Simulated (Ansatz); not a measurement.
A run of Ansatz 0.2.0 is set up as follows.

Contents of input.yaml:

```yaml
crystal:
  lattice:
    - [-1.8713408863, 1.8713408863, 1.8713408863]
    - [1.8713408863, -1.8713408863, 1.8713408863]
    - [1.8713408863, 1.8713408863, -1.8713408863]
  atoms:
    - { symbol: Sb, position: [0.0, 0.0, 0.0] }
kpoints:
  mp_grid: { grid: [10, 10, 10] }
scf:
  occupations: { method: fermi_dirac, width: 0.05 }
hamiltonian:
  xc: pbesol
  pseudopotentials: { kind: all_electron, datasets: crystal }
output:
  forces: true
  stress: true
  eigenvalues: true
  dos: { projected: false, de: 0.2, e_range: [-10, 8] }
  elf: true
  volumetric_format: npy
```

Potentials or basis: all-electron PAW datasets made for the crystal.

The run is started by

```bash
$ ansatz run input.yaml --threads 1 --pin off --max-ram 3072MiB --backend cpu --events-out ev --progress --plain --runs-dir out
```

(1) Estimate the band gap on the k mesh.

(2) Estimate the pressure.

Results:

(1) none (metal or under the smearing width).

(2) 0.0 GPa.

Caveat: the program warned that the printed levels may be off, so bands, gaps and densities of states are rough.
